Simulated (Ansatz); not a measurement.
Runs of Ansatz 0.2.0 on WS2. The cell holds a slab with vacuum, 12 atoms: a = 3.183 Å, b = 3.183 Å, c = 35.181 Å, α = 90.00°, β = 90.00°, γ = 120.00°. 

```tsv
level	gap on the mesh (eV)	largest force (eV/Å)
revPBE	(a)	(c)
LDA	1.35	0.54
PBEsol	1.38	0.27
PBE	1.41	0.23
BLYP	1.41	(b)
```

Alike in all rows: task band structure; potentials or basis Ansatz PAW; no spin polarisation; cell as given; k mesh 7 × 7 × 1; cutoff (eV) 420; smearing fermi-dirac 0.05 eV.

Problem. Fill in the values left out.

Solution. (a) 1.45; (b) 0.66; (c) 0.30.

Caveats: the k mesh misses the band edges, so the gap on the mesh is wider than the one along the path; spin-orbit coupling is left out, which moves the levels of the heavy elements; the PAW data sets come from PBE, with cores solved anew for the run's functional, which leaves a small shift of forces and pressure (some runs).

A k mesh can miss the band edges, and the runs leave out spin-orbit coupling on W.
